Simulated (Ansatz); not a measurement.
BaS (CsCl type), relaxed with r2SCAN in the PAW code Ansatz. Space group Pm-3m (No. 221), cubic; conventional cell a = 3.834 Å, 28.17 Å³ an atom. Ba is surrounded by 8 S at 3.32 Å; S is surrounded by 8 Ba at 3.32 Å.

The axes x, y and z are those of this cell:
```yaml
crystal:
  lattice:
    - [3.83376, 0.00000, 0.00000]
    - [0.00000, 3.83376, 0.00000]
    - [0.00000, 0.00000, 3.83376]
  atoms:
    - { symbol: Ba, position: [0.00000, 0.00000, 0.00000] }
    - { symbol: S, position: [0.50000, 0.50000, 0.50000] }
```

Unstrained: With PBE the valence top lies at M and the conduction bottom at Γ, 1.564 eV higher; the smallest vertical gap, at Γ, is 1.638 eV. r2SCAN gives an indirect gap of 1.926 eV, from M to Γ; the least direct gap is 1.995 eV at Γ. HSE06 gives an indirect gap of 2.453 eV, from M to Γ; the least direct gap is 2.548 eV at Γ. Meshes: PBE 6×6×6, r2SCAN 6×6×6, HSE06 4×4×4. Strains are changes of length per length. After each strain the atoms were relaxed again with r2SCAN in this cell and within any symmetry left, so distortions that break it or need a larger cell weren't tested; points keep the names that they have in the unstrained zone. (Calculated; spin-unpolarised; the phase may be known or hypothetical.)

Q: For epitaxial -2.92 % in the xy plane, how far does the free direction move, and what happens to the gap?

A: The normal strain at zero normal stress is +0.71 %, 0.24 of the in-plane strain with the sign turned. PBE: the gap goes from 1.564 to 1.358 eV (-0.206 eV). r2SCAN: the gap goes from 1.926 to 1.720 eV (-0.206 eV). HSE06: the gap goes from 2.453 to 2.235 eV (-0.219 eV).

Q: Apply isotropic +2.51 % on every length. How far does the gap move, against the unstrained cell?

A: PBE: the gap goes from 1.564 to 1.648 eV (+0.084 eV). r2SCAN: the gap goes from 1.926 to 2.004 eV (+0.077 eV). HSE06: the gap goes from 2.453 to 2.534 eV (+0.080 eV). The r2SCAN energy rises by 22.2 meV an atom.

Q: One strain changed the r2SCAN stress by xx -4.08, yy -0.31, zz -0.31 GPa (compression positive) and the gap by -0.068 eV (PBE), -0.074 eV (r2SCAN), -0.079 eV (HSE06). Which kind of strain was it, and roughly how large?

A: Uniaxial +3.44 % along x, other directions held. The pattern of the stress gives the kind; the size needs the stiffness, so it is an estimate.

The runs are scalar-relativistic, without spin-orbit coupling.

The meshes of the hybrids are coarse, so their gaps aren't converged to the digits shown.
